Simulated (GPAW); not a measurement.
## SiC (Moissanite) in GPAW: the effect of functional

Crystal: SiC (Moissanite).

```
Si C
1.0
     3.07600    0.00000    0.00000
    -1.53800    2.66389    0.00000
     0.00000    0.00000    5.04800
Si C
2 2
Direct
  0.66667 0.33333 0.50000
  0.33333 0.66667 0.00000
  0.66667 0.33333 0.88500
  0.33333 0.66667 0.38500
```

Alike in all runs:

* Program: GPAW 26.7.0
* Task: band structure
* Cutoff: 800 eV
* Basis: pw
* k mesh: 9 × 9 × 5
* Occupations: fermi-dirac, width 0.05 eV
* Spin: no spin polarisation

Task: One run gave: gap on the mesh 2.25 eV; largest force 0.79 eV/Å. Which functional did it use?
A. r2SCAN
B. vdW-DF-cx
C. vdW-DF2
D. PW91
E. revPBE

Result: B.

```tsv
functional	potentials or basis	gap on the mesh (eV)	largest force (eV/Å)
LDA	the program's PAW data sets (release 1.2.1) made for this functional	2.21	0.75
PBE	GPAW PAW data sets (gpaw-data 1.2.1)	2.31	0.77
revPBE	the program's PAW data sets (release 1.2.1) made for this functional	2.34	0.78
vdW-DF2	GPAW PAW data sets (gpaw-data 1.2.1)	2.87	0.79
PBEsol	PAW data sets generated in the run's folder for this functional	2.16	0.76
optB88-vdW	GPAW PAW data sets (gpaw-data 1.2.1)	2.48	0.79
PW91	PAW data sets generated in the run's folder for this functional	2.35	0.77
r2SCAN	GPAW PAW data sets (gpaw-data 1.2.1)	2.71	0.77
vdW-DF-cx	GPAW PAW data sets (gpaw-data 1.2.1)	2.25	0.79
```

Caveats: the PAW data sets were made with another functional, which shifts forces and pressure a little (some runs).

